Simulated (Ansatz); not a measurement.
# Energy, volume and coordination in Mg2Ge2N

These are results of Ansatz 0.2.0, DFT PBE, scalar-relativistic, plane waves, PAW, not measurements. All cells share a 420 eV cutoff and Γ-centred k meshes spaced at most about 0.3 Å⁻¹ (about 0.25 or finer for metals, 2π included). No spin polarisation.

These are static total energies at zero pressure. Rows are sorted by volume; energies count from the lowest form computed. Coordination counts Ge or N atoms around Mg (for each partner element, those within 1.25 times its shortest distance or 1.15 times the sum of covalent radii, where it is the nearest in units of that sum or under 1.3; a plus sign parts groups by distance over the sum of covalent radii; a slash parts the counts of unlike sites). The table shows 5 of 7 forms computed.

| row | form | source | atoms | coordination | V (Å³/atom) | gap on mesh (eV) | ΔE (meV/atom) |
| --- | --- | --- | --- | --- | --- | --- | --- |
| 1 | P-3m1 | invented | 5 | Mg 3+3 | 16.4 | 0 | 0 |
| 2 | I4/mmm | invented | 5 | Mg 8 | 17.7 | 0 | 809 |
| 3 | P6/mmm | invented | 5 | Mg 5 | 18.1 | 0 | 884 |
| 4 | P-6m2 | invented | 5 | Mg 3+2/6 | 19.7 | 0 | ? |
| 5 | P4/mmm | invented | 5 | Mg 2+4 | 22.1 | 0 | 565 |

The cell of row 4:

```cif
data_structure
_symmetry_space_group_name_H-M 'P-6m2'
_symmetry_Int_Tables_number 187
_cell_length_a 3.3797
_cell_length_b 3.3797
_cell_length_c 9.9383
_cell_angle_alpha 90.000
_cell_angle_beta 90.000
_cell_angle_gamma 120.000
_cell_volume 98.31
loop_
_atom_site_label
_atom_site_type_symbol
_atom_site_symmetry_multiplicity
_atom_site_Wyckoff_symbol
_atom_site_fract_x
_atom_site_fract_y
_atom_site_fract_z
_atom_site_occupancy
Mg1 Mg 1 a 0.00000 0.00000 0.00000 1
Mg2 Mg 1 f 0.66667 0.33333 0.50000 1
Ge1 Ge 2 i 0.66667 0.33333 0.21894 1
N1 N 1 b 0.00000 0.00000 0.50000 1
```

Question: How far above the lowest form does the open row lie?

Answer: 0.68 eV/atom, which puts it above row 5 and below row 2. Counting Ge or N atoms around Mg, row 4 has Mg 3+2/6 and the lowest form (row 1) has Mg 3+3. The lowest form (row 1) holds Ge–Ge nets (shortest 2.63 Å); in row 4 the shortest Ge–Ge distance is 3.38 Å.

An observed structure of this formula, if there is one, may be missing.

Cells relaxed within their symmetry can be saddle points. Some candidate types were left out of the draw beforehand, so a known form may be missing.
